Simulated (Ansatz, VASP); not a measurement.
**Sn: VASP beside Ansatz**

File INCAR:

```
ALGO = Normal
EDIFF = 1E-7
ENCUT = 520
GGA = PE
ISIF = 2
ISMEAR = -1
LASPH = T
LCHARG = F
LREAL = F
LWAVE = F
NBANDS = 13
NELM = 60
PREC = Accurate
SIGMA = 0.05
```

KPOINTS

```
k-points
0
Gamma
  10 10 10
```

File POSCAR:

```
Sn
1.0
   -1.9195843076      1.9195843076      1.9195843076
    1.9195843076     -1.9195843076      1.9195843076
    1.9195843076      1.9195843076     -1.9195843076
Sn
1
Direct
    0.0000000000      0.0000000000      0.0000000000
```

input.yaml

```yaml
crystal:
  lattice:
    - [-1.9195843076, 1.9195843076, 1.9195843076]
    - [1.9195843076, -1.9195843076, 1.9195843076]
    - [1.9195843076, 1.9195843076, -1.9195843076]
  atoms:
    - { symbol: Sn, position: [0.0, 0.0, 0.0] }
hamiltonian:
  xc: pbe
  pseudopotentials: { kind: paw }
kpoints:
  mp_grid: { grid: [10, 10, 10] }
scf:
  occupations: { method: fermi_dirac, width: 0.05 }
output:
  forces: true
  stress: true
  eigenvalues: true
  write_density: true
  write_potential: true
  elf: true
  volumetric_format: npy
```

Change from the starting cell: volume scaled by 1.04.

Alike in both runs: task single point; functional PBE; k mesh 10 × 10 × 10; occupations fermi-dirac, width 0.05 eV; no spin polarisation.

|  | VASP | Ansatz |
| --- | --- | --- |
| version | VASP 6.6.1 | Ansatz 0.2.0 |
| potentials or method | VASP PAW PBE potentials, release 64 (Sn_d) | Ansatz PAW |
| plane-wave cutoff (eV) | 520 | 420 |
| valence electrons in the cell | 14 | 14 |

|  | VASP | Ansatz | Ansatz less VASP |
| --- | --- | --- | --- |
| gap on the k mesh at the Fermi level (eV) | none | none | - |
| pressure (GPa) | -1.1 | -1.0 | +0.05 |

A gap of «none» marks a metal or a gap that the smearing closes.
